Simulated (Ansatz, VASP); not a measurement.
**GaO: VASP beside Ansatz**

Aim: how closely do two programs agree when they are given the same cell, functional and k mesh? The cell is invented: As first built, before any earlier steps moved the atoms (in the runner's words): O for S in the GaS structure of space group R-3m. It may not be a known or stable phase. The cell is taken from a series of runs on this material, whose earlier steps may have relaxed, scaled, displaced or heated it; both programs get it as it stands.

Calculated with Ansatz 0.2.0; plane waves, with VASP 6.6.1 beside it; single point at r2SCAN.

### 1. Starting point

Symmetry: R-3m, No. 166, trigonal system. Conventional cell: a = 3.081 Å, b = 3.081 Å, c = 18.999 Å, α = 90.00°, β = 90.00°, γ = 120.00°. Nearest to Ga lie 3 O at 1.91 Å. Nearest to O lie 3 Ga at 1.91 Å. It derives from GaS. As first built, before any earlier steps moved the atoms (in the runner's words): O for S in the GaS structure of space group R-3m. Farther neighbours and most contacts between anions are not listed.

### 2. VASP: single point, r2SCAN, pair 1

A single point gives forces, pressure and levels at one fixed geometry, so differences don't come from the geometry; what else differs is listed under the comparison.

Lines of VASP's logs that name or quote its potential files are left out, and so is its time.

INCAR reads:

```
SYSTEM = GaO
PREC = Accurate
ENCUT = 580
EDIFF = 1E-06
NELM = 120
ISMEAR = 0
SIGMA = 0.01
LREAL = .FALSE.
ALGO = Normal
METAGGA = R2SCAN
LASPH = .TRUE.
NBANDS = 25
LORBIT = 11
LWAVE = .FALSE.
LCHARG = .FALSE.
ISIF = 2
GGA_COMPAT = .FALSE.
EFERMI = MIDGAP
LMIXTAU = .TRUE.
KPAR = 2
```

POSCAR reads:

```
GaO
1.0
    3.0812980650      0.0000000000      0.0000000000
    1.5406490330      6.3952964610      0.0000000000
    1.5406490330     -0.3711476800      2.6425456900
Ga O
2 2
Direct
    0.1306326428      0.8040510358      0.9346836786
    0.8693673572      0.1959489642      0.0653163214
    0.5374293938      0.6938559093      0.2312853031
    0.4625706062      0.3061440907      0.7687146969
```

KPOINTS reads:

```
Automatic mesh
0
Gamma
10 10 10
0 0 0
```

The projector-augmented-wave data sets are Ga_d and O (PBE family, release 64).

Command:

```console
$ mpirun -np 2 vasp_std
```

Numbers of over 12 decimals in the logs are rounded to 6 here.

The log of the run:

```text
[banner, memory and clock lines left out]
running    2 mpi-ranks, on    1 nodes
 distrk:  each k-point on    1 cores,    2 groups
 distr:  one band on    1 cores,    1 groups

 POSCAR found type information on POSCAR GaO
 POSCAR found :  2 types and       4 ions
|                                                                             |
|               ----> ADVICE to this user running VASP <----                  |
|                                                                             |
|     You enforced a specific xc type in the INCAR file but a different       |
|     [... a line on the potential file left out ...]
|     I HOPE YOU KNOW WHAT YOU ARE DOING!                                     |
|                                                                             |

 LDA part: xc-table for (None), standard interpolation
 POSCAR, INCAR and KPOINTS ok, starting setup
 FFT: planning ... GRIDC
 FFT: planning ... GRID_SOFT
 FFT: planning ... GRID
 WAVECAR not read
 entering main loop
       N       E                     dE             d eps       ncg     rms          rms(c)
DAV:   1     0.324098993811E+03    0.32410E+03   -0.21025E+04  6105   0.296E+03
DAV:   2    -0.705590057259E+01   -0.33115E+03   -0.31724E+03  6624   0.567E+02
DAV:   3    -0.497138534886E+02   -0.42658E+02   -0.42289E+02  6704   0.167E+02
DAV:   4    -0.511612068026E+02   -0.14474E+01   -0.14437E+01  7882   0.332E+01
DAV:   5    -0.511832246407E+02   -0.22018E-01   -0.22005E-01  7048   0.359E+00    0.965E+00
DAV:   6    -0.438557747666E+02    0.73274E+01   -0.88583E+00  9504   0.457E+01    0.294E+00
DAV:   7    -0.407898495632E+02    0.30659E+01   -0.12375E+00  6098   0.827E+00    0.203E+00
DAV:   8    -0.441858217429E+02   -0.33960E+01   -0.11314E+00  6912   0.138E+01    0.935E-01
DAV:   9    -0.409371635182E+02    0.32487E+01   -0.55659E-01  6578   0.879E+00    0.308E-01
DAV:  10    -0.411854207200E+02   -0.24826E+00   -0.11896E-01  6034   0.298E+00    0.124E-01
DAV:  11    -0.412155219128E+02   -0.30101E-01   -0.18198E-02  6124   0.126E+00    0.842E-02
DAV:  12    -0.412139957512E+02    0.15262E-02   -0.33144E-03  9144   0.845E-01    0.298E-02
DAV:  13    -0.412156667107E+02   -0.16710E-02   -0.26472E-03  5935   0.492E-01    0.271E-02
DAV:  14    -0.412166526581E+02   -0.98595E-03   -0.23943E-04  6175   0.136E-01    0.828E-03
DAV:  15    -0.412166944996E+02   -0.41841E-04   -0.23688E-04  5974   0.129E-01    0.740E-03
DAV:  16    -0.412168321841E+02   -0.13768E-03   -0.31224E-05  6508   0.475E-02    0.328E-03
DAV:  17    -0.412168507417E+02   -0.18558E-04   -0.51239E-06  6859   0.192E-02    0.971E-04
DAV:  18    -0.412168493080E+02    0.14337E-05   -0.44816E-07  4430   0.635E-03    0.517E-04
DAV:  19    -0.412168520085E+02   -0.27006E-05   -0.16526E-06  4440   0.118E-02    0.287E-04
DAV:  20    -0.412168521725E+02   -0.16397E-06   -0.13518E-07  3682   0.396E-03
   1 F= -.41216852E+02 E0= -.41216852E+02  d E =0.000000E+00
```

Parts of OUTCAR (step 2):

```text
ion  position               nearest neighbor table
   1  0.131  0.804  0.935-   3 1.91   3 1.91   3 1.91   2 2.48
   2  0.869  0.196  0.065-   4 1.91   4 1.91   4 1.91   1 2.48
   3  0.537  0.694  0.231-   1 1.91   1 1.91   1 1.91
   4  0.463  0.306  0.769-   2 1.91   2 1.91   2 1.91

  LATTYP: Found a trigonal (rhomboedric) cell.
 ALAT       =     6.5782532837
 COS(alpha) =     0.8902975708

 Subroutine GETGRP returns: Found 12 space group operations
 (whereof 12 operations were pure point group operations)

The static configuration has the point symmetry D_3d.

 Found    116 irreducible k-points:

   k-points           NKPTS =    116   k-points in BZ     NKDIM =    116   number of bands    NBANDS=     25

   dimension x,y,z NGX =    24 NGY =   54 NGZ =   24
   dimension x,y,z NGXF=    48 NGYF=  108 NGZF=   48

   ENCUT  =  580.0 eV  42.63 Ry    6.53 a.u.   6.05 12.92  6.05*2*pi/ulx,y,z

   NELECT =      38.0000    total number of electrons

 k-points in reciprocal lattice and weights: Automatic mesh
   0.00000000  0.00000000  0.00000000       0.001
   0.10000000 -0.00000000 -0.00000000       0.006
   0.20000000 -0.00000000 -0.00000000       0.006
   0.30000000  0.00000000 -0.00000000       0.006
   0.40000000  0.00000000 -0.00000000       0.006
   0.50000000  0.00000000 -0.00000000       0.003
   0.00000000  0.10000000  0.00000000       0.002
   0.10000000  0.10000000 -0.00000000       0.006
   0.20000000  0.10000000 -0.00000000       0.006
[...]
-0.30000000  0.20000000  0.30000000       0.006
  -0.40000000  0.30000000  0.30000000       0.006

 average (electrostatic) potential at core
       1 -70.2499       2 -70.2499       3 -74.9354       4 -74.9354

 E-fermi :   4.2707

 k-point     1 :       0.0000    0.0000    0.0000
  band No.  band energies     occupation
    ...
     15       1.0327      2.00000
     16       1.0327      2.00000
     17       1.1293      2.00000
     18       1.1293      2.00000
     19       1.9862      2.00000
     20       6.1984      0.00000
     21       8.5665      0.00000
     22      13.8744      0.00000
     23      14.3982      0.00000
     24      14.3984      0.00000
    ...

 k-point     2 :       0.1000   -0.0000   -0.0000
  band No.  band energies     occupation
    ...
     15       0.4308      2.00000
     16       0.9040      2.00000
     17       0.9068      2.00000
     18       1.0293      2.00000
     19       2.4583      2.00000
     20       6.5861      0.00000
     21       8.9464      0.00000
     22      13.0901      0.00000
     23      13.9750      0.00000
     24      14.3508      0.00000
    ...

 k-point     3 :       0.2000   -0.0000   -0.0000
  band No.  band energies     occupation
    ...
     15      -0.6587      2.00000
     16       0.5770      2.00000
     17       0.7681      2.00000
     18       0.7746      2.00000
     19       2.9862      2.00000
     20       7.4173      0.00000
     21       9.6130      0.00000
     22      11.2204      0.00000
     23      13.8099      0.00000
     24      14.1829      0.00000
    ...

  Total        0.4738524      0.0733877      0.4659526     -0.0000000     -0.0562456      0.0000000
  in kB       14.5793018      2.2579652     14.3362458     -0.0000000     -1.7305417      0.0000000
  external PRESSURE =      10.3911709 kB  Pullay stress =       0.0000000 kB

  energy-cutoff  :      580.00
  volume of cell :       52.07
      direct lattice vectors                 reciprocal lattice vectors
     3.081298065  0.000000000  0.000000000     0.324538548 -0.078182459 -0.200192277
     1.540649033  6.395296461  0.000000000     0.000000000  0.156364917  0.021961579
     1.540649033 -0.371147680  2.642545690     0.000000000  0.000000000  0.378422974

 POSITION                                       TOTAL-FORCE (eV/Angst)
 -----------------------------------------------------------------------------------
      3.08130      4.79524      2.46994         0.000000      0.100351      0.014094
      3.08130      1.22891      0.17260        -0.000000     -0.100351     -0.014094
      3.08130      4.35157      0.61118        -0.000000     -0.100246     -0.014080
      3.08130      1.67258      2.03136         0.000000      0.100246      0.014080
 -----------------------------------------------------------------------------------
    total drift:                               -0.000000      0.000000     -0.000000

  FREE ENERGIE OF THE ION-ELECTRON SYSTEM (eV)
  ---------------------------------------------------
  free  energy   TOTEN  =       -41.2168521725 eV

  energy  without entropy=      -41.2168521725  energy(sigma->0) =      -41.21685217

 total charge
# of ion       s       p       d       tot
------------------------------------------
    1        0.783   0.776  10.143  11.702
    2        0.783   0.776  10.143  11.702
    3        1.564   3.497   0.000   5.062
    4        1.564   3.497   0.000   5.062
--------------------------------------------------
tot          4.694   8.548  20.287  33.528

[... 3 further parts left out ...]
```

The run ends at a pressure of 1.04 GPa, with forces up to 0.10 eV/Å.

### 3. Ansatz: single point, r2SCAN, pair 1

Ansatz runs on its default PAW (the set named soft_2) files.

The same cell, functional and mesh now go to Ansatz, which takes its cutoff from its data sets.

input.yaml reads:

```yaml
crystal:
  lattice:
    - [3.081298065, 0.0, 0.0]
    - [1.540649033, 6.395296461, 0.0]
    - [1.540649033, -0.37114768, 2.64254569]
  atoms:
    - { symbol: Ga, position: [0.1306326428, 0.8040510358, 0.9346836786] }
    - { symbol: Ga, position: [0.8693673572, 0.1959489642, 0.0653163214] }
    - { symbol: O, position: [0.5374293938, 0.6938559093, 0.2312853031] }
    - { symbol: O, position: [0.4625706062, 0.3061440907, 0.7687146969] }
kpoints:
  mp_grid: { grid: [10, 10, 10] }
scf:
  occupations: { method: fixed }
hamiltonian:
  xc: r2scan
output:
  eigenvalues: true
  transmission:
    leads: [[0, 0]]
    kpoints: [[0.0, 0.0], [0.0, -0.5], [-0.026, 0.4583]]
    e_range: [-1.0, 2.48]
    de: 0.09
```

Command:

```console
$ ansatz run input.yaml --threads 2 --pin off --max-ram 4096MiB --backend cpu --events-out ev --progress --plain --runs-dir out
```

The log of the run:

```text
Engine: ansatz 0.2.0, aarch64-unknown-linux-gnu
Pseudopotentials: kind: paw
Pseudopotential: Ga, paw, valence charge 13, recommended cutoff 500 eV (meta_gga), Ga.paw.azcp
Pseudopotential: O, paw, valence charge 6, recommended cutoff 500 eV (meta_gga), O.paw.azcp
Functional definition: r2SCAN
  parameter k0 = 0.174
  parameter k1 = 0.065
  parameter a1 = 4.9479
  exchange = r2scan_x(k0 = k0, k1 = k1, a1 = a1)
  correlation = r2scan_c
Crystal: 4 atoms, lattice volume = 52.074 Å³
Basis set: ecut = 500 eV, 1337 PW (Γ), exchange–correlation on 96×192×96 points (64 copies of the dense FFT grid, shifted against one another)
Bands: 23, of which v1, the nominal top of the filled ones, is band 19 counted from 1 (18 counted from 0)
Symmetry: 12 space group operations
Space group: R-3m (ITA 166), of the structure as read, at distance tolerance 3.7e-5 Å
k-points: 116 of 1000
Non-local potential: Ga, projectors of the file, l = 0: 2, l = 1: 2, l = 2: 3, l = 3: 1
Non-local potential: O, projectors of the file, l = 0: 2, l = 1: 2, l = 2: 1
PAW form: soft (Blöchl's): semilocal exchange-correlation on the pseudo side does not see the compensation charge
PAW frozen core: Ga, regenerated for the run's functional (the file was generated under x = pbe(κ = 0.804, μ = 0.219515), c = pbe(β = 0.066725))
PAW frozen core: O, regenerated for the run's functional (the file was generated under x = pbe(κ = 0.804, μ = 0.219515), c = pbe(β = 0.066725))
PAW one-centre angular grid: Ga, 590 points (default); XC on 160 Gauss nodes
PAW one-centre angular grid: O, 302 points (default); XC on 160 Gauss nodes
Initial density: superposition of atomic densities (neutral atoms: chi_scale 0, normalization atom), corrected by the library's trained network
Initial wavefunctions: pseudopotential atomic-orbital guess
Functional: x = r2scan, c = r2scan; τ floored in thin density (d = 2e-4 eV/Å³)
SCF iter   1: F=—  HF=-8718.849153 eV  |F-HF|=—  |Δ(HF+E_count)|=         —  Δρ=1.27e-2  dr2=5.01e-2  dr2_τ=1.05e-1  ethr=1.77e-3  ⟨swp⟩=4.7  Hψ=9874  notcnv=0  defer=228
preconditioner: auto → none  [insulator: Δε(μ)=1.421 eV  Ē_g=17.667 eV  n_scr=16 (ndim 8)  ℏωp=31.7 eV  f_vac=0.046  ε∞_Penn≈4.2]
SCF iter   2: F=—  HF=-8718.905794 eV  |F-HF|=—  |Δ(HF+E_count)|=   5.66e-2  Δρ=6.38e-3  dr2=2.76e-2  dr2_τ=1.53e-3  ethr=1.32e-4  ⟨swp⟩=2.3  Hψ=5879  notcnv=0  defer=228
SCF iter   3: F=—  HF=-8718.900243 eV  |F-HF|=—  |Δ(HF+E_count)|=   5.55e-3  Δρ=3.80e-3  dr2=3.25e-3  dr2_τ=5.42e-4  ethr=7.25e-5  ⟨swp⟩=3.0  Hψ=5091  notcnv=0  defer=232
SCF iter   4: F=—  HF=-8718.900379 eV  |F-HF|=—  |Δ(HF+E_count)|=   1.36e-4  Δρ=1.49e-3  dr2=4.74e-4  dr2_τ=3.36e-5  ethr=8.54e-6  ⟨swp⟩=2.1  Hψ=3603  notcnv=0  defer=232
SCF iter   5: F=—  HF=-8718.900405 eV  |F-HF|=—  |Δ(HF+E_count)|=   2.60e-5  Δρ=2.31e-4  dr2=2.63e-5  dr2_τ=1.31e-6  ethr=1.25e-6  ⟨swp⟩=2.9  Hψ=5090  notcnv=0  defer=232
SCF iter   6: F=—  HF=-8718.900405 eV  |F-HF|=—  |Δ(HF+E_count)|=   3.80e-7  Δρ=5.53e-5  dr2=8.44e-7  dr2_τ=3.72e-8  ethr=6.92e-8  ⟨swp⟩=2.0  Hψ=3407  notcnv=0  defer=2
SCF iter   7: F=—  HF=-8718.900405 eV  |F-HF|=—  |Δ(HF+E_count)|=   3.27e-7  Δρ=2.10e-5  dr2=1.77e-7  dr2_τ=1.25e-8  ethr=2.63e-10  ⟨swp⟩=5.1  Hψ=10254  notcnv=0
SCF iter   8: F=-8718.900405 eV  HF=-8718.900405 eV  |F-HF|=2.00e-11  |Δ(HF+E_count)|=   9.18e-9  Δρ=2.82e-6  dr2=2.05e-9  dr2_τ=1.07e-10  ethr=2.63e-10  ⟨swp⟩=2.8  Hψ=5528  notcnv=0
SCF 1 converged in 8 iterations: F = -8718.900405 eV  dr2 = 2.05e-9
  greatest PAW one-centre occupation: 0.995 electrons in one spin orbital (limit 2), on the Ga atom at site 1 (counted from 0), in its partial waves of l = 2
transmission: 4 of 12 steps passed
transmission: 8 of 12 steps passed
transmission: 12 of 12 steps passed
SCF converged after 8 iterations
Free energy (F): -8718.900405 eV
Harris-Foulkes:  -8718.900405 eV  (|F-HF|=2.00e-11)
Internal energy: -8718.900405 eV  (E = F + TS)
E sigma→0 (E₀):  -8718.900405 eV
Fermi energy:    7.444198 eV
--- Per-component energies (eV) ---
  E_band       = -130.369391
  E_kinetic    = 582.891759
  E_local      = -4577.158932  (includes V_loc(G=0)·N_el)
  E_nonlocal   = 956.846863
  E_hartree    = 2076.533225
  E_xc         = -269.874859
  E_vxc        = -328.032745  (∫ρ·V_xc dr)
  E_paw        = -4335.825101  (= ΣΔE_a)
  E_vpaw       = -937.614068  (= ΣTr[D̂ρ^β])
  E_aug_tail   = 0.001863  (compensation charges beyond the density's cutoff)
  E_vtau       = 19.629753  (kinetic-family band-sum trace: ∫τ·v_τ [+ j·A + Jᵃ·Aᵃ] dr)
  E_ewald      = -3150.945201
  E_core_change = -1.370022  (= ΣΔE_core)
  E_smearing   = -0.000000  (= −TS)
  E_closure    = -0.000000  (closes the sum)
  Σ components = -8718.900405   (vs F -8718.900405, Δ=0.00e0)
--- Band table (eV; the first three rows and the last of 116) ---
  k-point 0: bands = [... 15 lower, 4.9316, 5.0283, 5.0283, 5.8983, 10.1333, 12.4682, 17.7882, 18.3187]
  k-point 1: bands = [... 15 lower, 4.8131, 4.8222, 4.9179, 6.3268, 10.5480, 12.8322, 17.0680, 17.8378]
  k-point 2: bands = [... 15 lower, 4.5170, 4.6317, 4.7877, 6.8195, 11.4199, 13.4843, 15.1835, 17.6426]
  k-point 115: bands = [... 15 lower, 2.3385, 4.5616, 4.6615, 7.1368, 12.0445, 12.6148, 14.6989, 17.1321]
--- Transmission ---
  basis      : 203 plane waves across, 4 finite elements along
  points     : 3, as listed
  energies   : 39 from -1.000000 to 2.420000 eV about the Fermi level, 0.090000 eV apart; the leads are filled to 0.740915 eV, and channels, transmission and decay are at 0.710000 eV
  crystal 0  : O2Ga2, at the sites [0, 0], period 2.6425 Å: whole cells are its period
    offset         : up to 0.0000 Å between an atom of the period and one for which it stands
    channels       : 0.000000e0 a spin
    conductance    : none, the energies end too early or step too widely for 300 K: set another output.transmission.e_range or a lower de, or, where they end at an eighth of basis.ecutwfc, a higher one
    slowest decay  : 0.2099 /Å at (0.0000, -0.5000)
```

### 4. Comparison

Known differences besides the potentials themselves: VASP keeps PBE cores, Ansatz makes them for the functional; fixed occupations in Ansatz, narrow Gaussian smearing in VASP; the cutoff is 500 eV in Ansatz and 580 eV in VASP. Total energies have different zeros and are not compared.

Compared:

```
              quantity  Ansatz   VASP  difference
gap on the k mesh (eV)   1.482  1.456      +0.026
```

A gap on the mesh is an upper bound, since the band edges may lie between its points.

### 5. VASP: single point, r2SCAN, pair 2

With cell and atoms fixed, the geometry can't cause a difference; cores, projectors, grids and the points listed under the comparison can.

INCAR is that of step 2.

POSCAR reads:

```
GaO
1.0
    1.5406490326      0.8894941337      6.3331364274
   -1.5406490326      0.8894941337      6.3331364274
    0.0000000000     -1.7789882674      6.3331364274
Ga O
2 2
Direct
    0.9346836786      0.9346836786      0.9346836786
    0.0653163214      0.0653163214      0.0653163214
    0.2312853031      0.2312853031      0.2312853031
    0.7687146969      0.7687146969      0.7687146969
```

KPOINTS reads:

```
Automatic mesh
0
Gamma
8 8 8
0 0 0
```

Command:

```console
$ mpirun -np 2 vasp_std
```

The log of the run:

```text
[banner, memory and clock lines left out]
running    2 mpi-ranks, on    1 nodes
[...]
[... a notice as in an earlier step ...]

 LDA part: xc-table for (None), standard interpolation
 POSCAR, INCAR and KPOINTS ok, starting setup
[...]
entering main loop
       N       E                     dE             d eps       ncg     rms          rms(c)
DAV:   1     0.322059328227E+03    0.32206E+03   -0.21073E+04  3442   0.299E+03
DAV:   2    -0.530937101929E+01   -0.32737E+03   -0.31407E+03  3651   0.561E+02
DAV:   3    -0.496144401049E+02   -0.44305E+02   -0.43899E+02  3828   0.168E+02
DAV:   4    -0.511583400743E+02   -0.15439E+01   -0.15403E+01  4343   0.338E+01
[...]
DAV:  18    -0.412172209834E+02    0.10417E-05   -0.51659E-07  2400   0.673E-03    0.477E-04
DAV:  19    -0.412172234907E+02   -0.25073E-05   -0.14760E-06  2456   0.112E-02    0.335E-04
DAV:  20    -0.412172238676E+02   -0.37684E-06   -0.12731E-07  2123   0.382E-03
   1 F= -.41217224E+02 E0= -.41217224E+02  d E =0.000000E+00
```

From OUTCAR (step 5):

```text
  Total        0.4962520      0.4962520      0.0673393      0.0000000      0.0000000      0.0000000
  in kB       15.2684860     15.2684860      2.0718690      0.0000000      0.0000000      0.0000000
  external PRESSURE =      10.8696136 kB  Pullay stress =       0.0000000 kB

 POSITION                                       TOTAL-FORCE (eV/Angst)
 -----------------------------------------------------------------------------------
      0.00000      0.00000     17.75844         0.000000     -0.000000      0.103645
      0.00000      0.00000      1.24097         0.000000      0.000000     -0.103645
      0.00000      0.00000      4.39428         0.000000      0.000000     -0.099756
      0.00000      0.00000     14.60513         0.000000      0.000000      0.099756
 -----------------------------------------------------------------------------------
    total drift:                                0.000000     -0.000000      0.000000

  FREE ENERGIE OF THE ION-ELECTRON SYSTEM (eV)
  ---------------------------------------------------
  free  energy   TOTEN  =       -41.2172238676 eV

  energy  without entropy=      -41.2172238676  energy(sigma->0) =      -41.21722387

[... 3 further parts left out ...]
[key lines of the parts left out:]
E-fermi :   4.2706
```

The run ends at a pressure of 1.09 GPa, with forces up to 0.10 eV/Å.

(Continued in part 2 of 2.)

[Lines on the potential files, build, host, timing and source positions are cut from VASP's logs without a mark.]

[Logs are printed without paths, hosts, clocks, repeated set-up lines and the standing remarks that a program may print on its own settings, such as how far it seeks lower states.]

[Hosts, paths, dates, database ids (printed as entryN), source tags and the programs' standing remarks are cut or masked in the printed files.]
